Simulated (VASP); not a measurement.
# Te (Pmc2_1) in VASP: single point with r2SCAN

Aim: the single point of Te with r2SCAN.

Everything below comes from runs of VASP 6.6.1. Logs are shortened: lines on timing, memory, paths and dates and some standing lists are left out, and cuts for length are marked.

### Step 1. Starting point

Symmetry: Pmc2_1, No. 26, orthorhombic system. Conventional cell: a = 3.131 Å, b = 4.743 Å, c = 8.986 Å, α = 90.00°, β = 90.00°, γ = 90.00°. Te (site symmetry m) has 6 Te at 3.06 to 3.46 Å as nearest neighbours. Around Te (site symmetry m) lie 6 Te at 3.06 to 3.46 Å.

This isn't the form of Te at room conditions, which is trigonal, of chains.

### Step 2. Single point, r2SCAN

File POSCAR:

```
Te
1.0
    3.1307690000      0.0000000000      0.0000000000
    0.0000000000      4.7429080000      0.0000000000
    0.0000000000      0.0000000000      8.9856130000
Te
4
Direct
    0.5000000000      0.5452710000      0.7608140000
    0.5000000000      0.4547290000      0.2608140000
    0.5000000000      0.9874680000      0.0091860000
    0.5000000000      0.0125320000      0.5091860000
```

File INCAR.step1:

```
SYSTEM = Te
ALGO     = Normal         ! electronic algorithm
EDIFF    = 1E-4           ! SCF threshold, eV
ENCUT    = 520            ! plane-wave cutoff, eV
GGA      = PE             ! functional
ISMEAR   = 0              ! smearing method
LASPH    = .TRUE.         ! aspherical terms in the spheres
LCHARG   = .FALSE.        ! write CHGCAR
LREAL    = .FALSE.        ! projectors in reciprocal space
LWAVE    = .TRUE.         ! write WAVECAR
NBANDS   = 20             ! bands
NELM     = 100            ! most SCF steps
PREC     = Accurate       ! precision mode
SIGMA    = 0.1            ! smearing width, eV
```

File INCAR.step2:

```
SYSTEM = Te
ALGO     = Normal         ! electronic algorithm
EDIFF    = 1E-6           ! SCF threshold, eV
ENCUT    = 520            ! plane-wave cutoff, eV
ISIF     = 2              ! what is computed and relaxed
ISMEAR   = 0              ! smearing method
ISTART   = 1            
LASPH    = .TRUE.         ! aspherical terms in the spheres
LCHARG   = .FALSE.        ! write CHGCAR
LMIXTAU  = .TRUE.       
LREAL    = .FALSE.        ! projectors in reciprocal space
LWAVE    = .FALSE.        ! write WAVECAR
METAGGA  = R2SCAN         ! meta-GGA
NBANDS   = 20             ! bands
NELM     = 100            ! most SCF steps
PREC     = Accurate       ! precision mode
SIGMA    = 0.1            ! smearing width, eV
```

File KPOINTS:

```
k-points
0
G
  6 4 2
  0 0 0
```

Potentials or basis: VASP PAW PBE potentials, release 64 (Te).

Started as:

```sh
$ cat potpaw_PBE.64/Te/POTCAR > POTCAR
$ cp INCAR.step1 INCAR
$ mpirun -np 1 vasp_std > vasp.out
$ cp INCAR.step2 INCAR
$ mpirun -np 1 vasp_std > vasp.out
```

OUTCAR:

```text
SYSTEM = Te
   EDIFF = 1E-6
   ENCUT = 520
   ISIF = 2
   ISMEAR = 0
   ISTART = 1
   LASPH = .TRUE.
   LREAL = .FALSE.
   METAGGA = R2SCAN
   NELM = 100
   PREC = Accurate

 ion  position               nearest neighbor table
   1  0.500  0.545  0.761-   3 3.06   4 3.17   4 3.39   3 3.46
   2  0.500  0.455  0.261-   4 3.06   3 3.17   3 3.39   4 3.46
   3  0.500  0.987  0.009-   1 3.06   2 3.17   2 3.39   1 3.46
   4  0.500  0.013  0.509-   2 3.06   1 3.17   1 3.39   2 3.46

  LATTYP: Found a simple orthorhombic cell.
 ALAT       =     3.1307690000
 B/A-ratio  =     1.5149338709
 C/A-ratio  =     2.8700977300

  Lattice vectors:

 A1 = (   3.1307690000,   0.0000000000,   0.0000000000)
 A2 = (   0.0000000000,   4.7429080000,   0.0000000000)
 A3 = (   0.0000000000,   0.0000000000,   8.9856130000)

Analysis of symmetry for initial positions (statically):
=====================================================================
 Subroutine PRICEL returns:
 Original cell was already a primitive cell.

 Routine SETGRP: Setting up the symmetry group for a
 simple orthorhombic supercell.

 Subroutine GETGRP returns: Found  4 space group operations
 (whereof  2 operations were pure point group operations)
 out of a pool of  8 trial point group operations.

The static configuration has the point symmetry C_1h.
 The point group associated with its full space group is C_2v.

Analysis of symmetry for dynamics (positions and initial velocities):
=====================================================================
 Subroutine PRICEL returns:
 Original cell was already a primitive cell.

 Routine SETGRP: Setting up the symmetry group for a
 simple orthorhombic supercell.

 Subroutine GETGRP returns: Found  4 space group operations
 (whereof  2 operations were pure point group operations)
 out of a pool of  8 trial point group operations.

The dynamic configuration has the point symmetry C_1h.
 The point group associated with its full space group is C_2v.

 Subroutine INISYM returns: Found  4 space group operations
 (whereof  2 operations are pure point group operations),
 and found     1 'primitive' translations

----------------------------------------------------------------------------------------

                                     Primitive cell

  volume of cell :     133.4269

  direct lattice vectors                    reciprocal lattice vectors
     3.130769000  0.000000000  0.000000000     0.319410343  0.000000000  0.000000000
     0.000000000  4.742908000  0.000000000     0.000000000  0.210841113  0.000000000
     0.000000000  0.000000000  8.985613000     0.000000000  0.000000000  0.111289013

  length of vectors
     3.130769000  4.742908000  8.985613000     0.319410343  0.210841113  0.111289013

  position of ions in fractional coordinates (direct lattice)
     0.500000000  0.545271000  0.760814000
     0.500000000  0.454729000  0.260814000
     0.500000000  0.987468000  0.009186000
     0.500000000  0.012532000  0.509186000

  ion indices of the primitive-cell ions
   primitive index   ion index
                 1           1
                 2           2
                 3           3
                 4           4

----------------------------------------------------------------------------------------

 KPOINTS: k-points

Automatic generation of k-mesh.
 Grid dimensions read from file:
 generate k-points for:    6    4    2

 Generating k-lattice:

  Cartesian coordinates                     Fractional coordinates (reciprocal lattice)
     0.053235057  0.000000000  0.000000000     0.166666667  0.000000000  0.000000000
     0.000000000  0.052710278  0.000000000     0.000000000  0.250000000  0.000000000
     0.000000000  0.000000000  0.055644506     0.000000000  0.000000000  0.500000000

  Length of vectors
     0.053235057  0.052710278  0.055644506

  Shift w.r.t. Gamma in fractional coordinates (k-lattice)
     0.000000000  0.000000000  0.000000000

 Subroutine IBZKPT returns following result:
 ===========================================

 Found     24 irreducible k-points:

 Following reciprocal coordinates:
            Coordinates               Weight
  0.000000  0.000000  0.000000      1.000000
  0.166667  0.000000  0.000000      2.000000
  0.333333  0.000000  0.000000      2.000000
  0.500000  0.000000  0.000000      1.000000
  0.000000  0.250000  0.000000      2.000000
  0.166667  0.250000  0.000000      4.000000
[... 16 lines left out ...]
  0.333333  0.500000  0.500000      2.000000
  0.500000  0.500000  0.500000      1.000000
   k-points           NKPTS =     24   k-points in BZ     NKDIM =     24   number of bands    NBANDS=     20
   number of dos      NEDOS =    301   number of ions     NIONS =      4
   total plane-waves  NPLWV =  60480
   dimension x,y,z NGX =    24 NGY =   36 NGZ =   70
   dimension x,y,z NGXF=    48 NGYF=   72 NGZF=  140
   ions per type =               4
   NGX,Y,Z   is equivalent  to a cutoff of  12.74, 12.62, 12.95 a.u.
   NGXF,Y,Z  is equivalent  to a cutoff of  25.49, 25.24, 25.90 a.u.
 SYSTEM =  Te
   PREC   = accura    normal or accurate (medium, high low for compatibility)
   ISTART =      1    job   : 0-new  1-cont  2-samecut
   ICHARG =      0    charge: 1-file 2-atom 10-const
   ISPIN  =      1    spin polarized calculation?
   LNONCOLLINEAR =      F non collinear calculations
   LSORBIT =      F    spin-orbit coupling
   LASPH  =      T    aspherical Exc in radial PAW
   ENCUT  =  520.0 eV  38.22 Ry    6.18 a.u.   5.82  8.82 16.71*2*pi/ulx,y,z
   NELM   =    100;   NELMIN=  2; NELMDL=  0     # of ELM steps
   EDIFF  = 0.1E-05   stopping-criterion for ELM
   LREAL  =      F    real-space projection
   EDIFFG = 0.1E-04   stopping-criterion for IOM
   NSW    =      0    number of steps for IOM
   IBRION =     -1    ionic relax: 0-MD 1-quasi-New 2-CG
   NFREE  =      0    steps in history (QN), initial steepest desc. (CG)
   ISIF   =      2    stress and relaxation
   ISYM   =      2    0-nonsym 1-usesym 2-fastsym
   POTIM  = 0.5000    time-step for ionic-motion
   TEBEG  =    0.0;   TEEND  =   0.0 temperature during run
   PSTRESS=    0.0 pullay stress
   NELECT =      24.0000    total number of electrons
   NUPDOWN=      -1.0000    fix difference up-down
   EMIN   =  10.00;   EMAX   =-10.00  energy-range for DOS
   EFERMI =   0.00;   METHOD = LEGACY
   ISMEAR =     0;   SIGMA  =   0.10  broadening in eV -4-tet -1-fermi 0-gaus
   EFERMI_NEDOS =   21; number of points for ismear=-14 and -15
   IALGO  =     38    algorithm
   IMIX   =      4    mixing-type and parameters
     AMIX     =   0.40;   BMIX     =  1.00
     AMIX_MAG =   1.60;   BMIX_MAG =  1.00
  volume/ion in A,a.u.               =      33.36       225.10
  Fermi-wavevector in a.u.,A,eV,Ry     =   0.924125  1.746343 11.619473  0.854007
  Thomas-Fermi vector in A             =   2.049837
   LORBIT       =      0    0 simple, 1 ext, 2 COOP (PROOUT), +10 PAW based schemes
   METAGGA = R2SCAN    functional components
   LHFCALC =     F    Hartree Fock is set to
   AEXX    =    0.0000 exact exchange contribution
   IVDW    =     0    specifies the selected vdW correction
   LEPSILON=     F    determine dielectric tensor
   LRPA    =     F    only Hartree local field effects (RPA)
 non-spin polarized calculation
 Gauss-broadening in eV      SIGMA  =   0.10
  energy-cutoff  :      520.00
  volume of cell :      133.43
 maximum number of plane-waves:      3624
 NGX is ok and might be reduce to    24
   NGX = 11   NGY = 17   NGZ = 33

 number of electron      23.9999998 magnetization

 Free energy of the ion-electron system (eV)
  ---------------------------------------------------
  ext. energy  EPLUGINS =         0.00000000
  ---------------------------------------------------
  free energy    TOTEN  =      -101.12156192 eV

  energy without entropy =     -101.10975502  energy(sigma->0) =     -101.11565847

 E-fermi :   6.1334     XC(G=0):  -9.6393

 val. band max:        6.0869338184   @ k =   0.5000   0.2500   0.5000
 cond. band min:       6.1544907032   @ k =   0.1667   0.5000   0.0000
 fundamental gap:      0.0675568849
 Fermi energy:         6.1334067428

 k-point     1 :       0.0000    0.0000    0.0000
  band No.  band energies     occupation
      1      -8.0786      2.00000
      2      -6.7556      2.00000
      3      -6.6218      2.00000
      4      -4.7034      2.00000
      5       1.3044      2.00000
      6       1.4535      2.00000
[... 12 lines left out ...]
     19      12.2783      0.00000
     20      13.4588      0.00000

 k-point     2 :       0.1667    0.0000    0.0000
  band No.  band energies     occupation
      1      -7.7059      2.00000
      2      -6.3796      2.00000
      3      -6.2442      2.00000
      4      -4.3120      2.00000
      5       1.6365      2.00000
      6       1.7806      2.00000
[... 12 lines left out ...]
     19      12.8129      0.00000
     20      14.4608      0.00000

 k-point     3 :       0.3333    0.0000    0.0000
  band No.  band energies     occupation
      1      -6.7267      2.00000
      2      -5.3853      2.00000
      3      -5.2438      2.00000
      4      -3.2498      2.00000
      5       1.4001      2.00000
      6       2.3992      2.00000
[... 12 lines left out ...]
     19      12.2846      0.00000
     20      12.5925      0.00000

 k-point     4 :       0.5000    0.0000    0.0000
  band No.  band energies     occupation
      1      -5.9921      2.00000
      2      -4.6292      2.00000
      3      -4.4789      2.00000
      4      -2.3883      2.00000
      5      -0.2485      2.00000
      6       0.9458      2.00000
[... 429 lines left out ...]
 k-point    23 :       0.3333    0.5000    0.5000
  band No.  band energies     occupation
      1      -5.5849      2.00000
      2      -5.5849      2.00000
      3      -4.8356      2.00000
      4      -4.8356      2.00000
      5       2.0052      2.00000
      6       2.0052      2.00000
[... 12 lines left out ...]
     19      10.9871      0.00000
     20      10.9871      0.00000

 k-point    24 :       0.5000    0.5000    0.5000
  band No.  band energies     occupation
      1      -4.8339      2.00000
      2      -4.8339      2.00000
      3      -4.0494      2.00000
      4      -4.0494      2.00000
      5       0.7875      2.00000
      6       0.7875      2.00000
[... 12 lines left out ...]
     19       9.6081      0.00000
     20       9.6081      0.00000

------------------------ aborting loop because EDIFF is reached ----------------------------------------

  FORCE on cell =-STRESS in cart. coord.  units (eV):
  Direction    XX          YY          ZZ          XY          YZ          ZX
  --------------------------------------------------------------------------------------
  -------------------------------------------------------------------------------------
  Total        2.0032211     -1.8324902     -1.6945892      0.0000000      0.0000000      0.0000000
  in kB       24.0544835    -22.0043636    -20.3484610      0.0000000      0.0000000      0.0000000
  external PRESSURE =      -6.0994471 kB  Pullay stress =       0.0000000 kB

 VOLUME and BASIS-vectors are now :
 -----------------------------------------------------------------------------
  energy-cutoff  :      520.00
  volume of cell :      133.43
      direct lattice vectors                 reciprocal lattice vectors
     3.130769000  0.000000000  0.000000000     0.319410343  0.000000000  0.000000000
     0.000000000  4.742908000  0.000000000     0.000000000  0.210841113  0.000000000
     0.000000000  0.000000000  8.985613000     0.000000000  0.000000000  0.111289013

 POSITION                                       TOTAL-FORCE (eV/Angst)
 -----------------------------------------------------------------------------------
      1.56538      2.58617      6.83638         0.000000      0.372952      0.081401
      1.56538      2.15674      2.34357         0.000000     -0.372952      0.081401
      1.56538      4.68347      0.08254         0.000000     -0.118278     -0.081401
      1.56538      0.05944      4.57535         0.000000      0.118278     -0.081401
 -----------------------------------------------------------------------------------
    total drift:                               -0.000000      0.000000     -0.000067

  FREE ENERGIE OF THE ION-ELECTRON SYSTEM (eV)
  ---------------------------------------------------
  free  energy   TOTEN  =      -101.1215619169 eV

  energy  without entropy=     -101.1097550235  energy(sigma->0) =     -101.11565847
```

It took 2.3 min on 1 thread of AMD EPYC 9R45 (Zen 5), shared host; peak memory 0.23 GiB.

Results:

* Free energy: -101.1216 eV
* Pressure: -0.6 GPa
* Largest force: 0.382 eV/Å
* Band gap on the k mesh: none (metal or under the smearing width)

Forces in eV/Å, atoms in the order of the input:
```
Te   0.000  0.373  0.081
Te   0.000 -0.373  0.081
Te   0.000 -0.118 -0.081
Te   0.000  0.118 -0.081
```

Levels at points of the mesh, in eV from the Fermi level:
| k point | band 10 | band 11 | band 12 | band 13 | band 14 | band 15 |
| --- | --- | --- | --- | --- | --- | --- |
| (0.00, 0.00, 0.00) | -2.71 | 0.85 | 1.03 | 1.76 | 2.56 | 2.89 |
| (0.50, 0.00, 0.00) | -3.05 | -1.19 | -0.98 | -0.91 | -0.81 | 2.50 |
| (0.00, 0.50, 0.00) | -2.48 | 2.11 | 2.16 | 2.60 | 2.84 | 3.13 |
| (0.50, 0.50, 0.00) | -4.29 | -0.95 | -0.92 | -0.56 | -0.54 | 2.50 |
| (0.00, 0.00, 0.50) | -1.29 | -0.20 | -0.20 | 2.09 | 2.09 | 3.91 |
| (0.50, 0.00, 0.50) | -2.96 | -1.88 | -1.88 | 0.46 | 0.46 | 1.66 |
| (0.00, 0.50, 0.50) | 0.11 | 0.86 | 0.86 | 2.70 | 2.70 | 3.27 |
| (0.50, 0.50, 0.50) | -3.53 | -3.03 | -3.03 | 1.83 | 1.83 | 2.62 |

Caveat: the PAW data sets were made with another functional, which shifts forces and pressure a little.
